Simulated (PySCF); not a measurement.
C₂H₂Cl₂.
SMILES with atom numbers: `[Cl:1]/[CH:2]=[CH:3]\[Cl:4]` (hydrogens: H5 on C2; H6 on C3)

The same species was optimised twice, with GFN2-xTB and with PBE0-D3(BJ)/def2-SVP (PySCF), and the same property calculations (PySCF, gas phase) were run on both structures.

```json
{"coordinate": "C2–H5 (Å)", "GFN2-xTB": "1.078", "PBE0-D3(BJ)/def2-SVP": "1.092", "change": "+0.014"}
{"coordinate": "C3–H6 (Å)", "GFN2-xTB": "1.078", "PBE0-D3(BJ)/def2-SVP": "1.092", "change": "+0.014"}
{"coordinate": "C2=C3 (Å)", "GFN2-xTB": "1.325", "PBE0-D3(BJ)/def2-SVP": "1.334", "change": "+0.009"}
{"coordinate": "C3–Cl4 (Å)", "GFN2-xTB": "1.713", "PBE0-D3(BJ)/def2-SVP": "1.711", "change": "-0.002"}
{"coordinate": "Cl1–C2 (Å)", "GFN2-xTB": "1.712", "PBE0-D3(BJ)/def2-SVP": "1.712", "change": "0.000"}
{"coordinate": "C2–C3–H6 (°)", "GFN2-xTB": "121.7", "PBE0-D3(BJ)/def2-SVP": "120.4", "change": "-1.3"}
{"coordinate": "C3–C2–H5 (°)", "GFN2-xTB": "121.7", "PBE0-D3(BJ)/def2-SVP": "120.4", "change": "-1.3"}
{"coordinate": "C2–C3–Cl4 (°)", "GFN2-xTB": "123.7", "PBE0-D3(BJ)/def2-SVP": "124.5", "change": "+0.8"}
{"coordinate": "Cl1–C2–C3 (°)", "GFN2-xTB": "123.7", "PBE0-D3(BJ)/def2-SVP": "124.5", "change": "+0.8"}
{"coordinate": "Cl1–C2–H5 (°)", "GFN2-xTB": "114.6", "PBE0-D3(BJ)/def2-SVP": "115.1", "change": "+0.5"}
{"coordinate": "Cl4–C3–H6 (°)", "GFN2-xTB": "114.7", "PBE0-D3(BJ)/def2-SVP": "115.1", "change": "+0.4"}
```

Rotational constants: A = 11481, B = 2588, C = 2112 MHz (GFN2-xTB) against A = 11640, B = 2517, C = 2069 MHz (PBE0-D3(BJ)/def2-SVP). Point groups within 0.08 Å: C2v and C2v.

On the GFN2-xTB structure: HOMO (eV) -7.48 [PBE0/pcSseg-1]; LUMO (eV) -0.52 [PBE0/pcSseg-1]; dipole (D) 1.98 [PBE0/pcSseg-1]; GIAO shielding of Cl1/Cl4 (mean) (ppm) 746.2 [PBE0/pcSseg-1]; GIAO shielding of C2/C3 (mean) (ppm) 52.7 [PBE0/pcSseg-1].

Question: What do these properties become on the PBE0-D3(BJ)/def2-SVP structure?

Answer: 
| property | level | on GFN2-xTB | on PBE0-D3(BJ)/def2-SVP | change |
| --- | --- | --- | --- | --- |
| HOMO (eV) | PBE0/pcSseg-1 | -7.48 | -7.45 | +0.03 |
| LUMO (eV) | PBE0/pcSseg-1 | -0.52 | -0.55 | -0.03 |
| dipole (D) | PBE0/pcSseg-1 | 1.98 | 1.94 | -0.04 |
| energy, GFN2-xTB geometry as zero (kcal/mol) | PBE0/pcSseg-1 | 0.0 | -0.1 | -0.1 |
| GIAO shielding of Cl1/Cl4 (mean) (ppm) | PBE0/pcSseg-1 | 746.2 | 745.7 | -0.5 |
| GIAO shielding of C2/C3 (mean) (ppm) | PBE0/pcSseg-1 | 52.7 | 50.9 | -1.8 |

The heavy atoms differ by 0.019 Å rms after alignment. Among all bonds C2–H5 and C3–H6 change most and about equally (+0.014 Å). Changes are differences of the printed values. Neither structure is proved a minimum here.
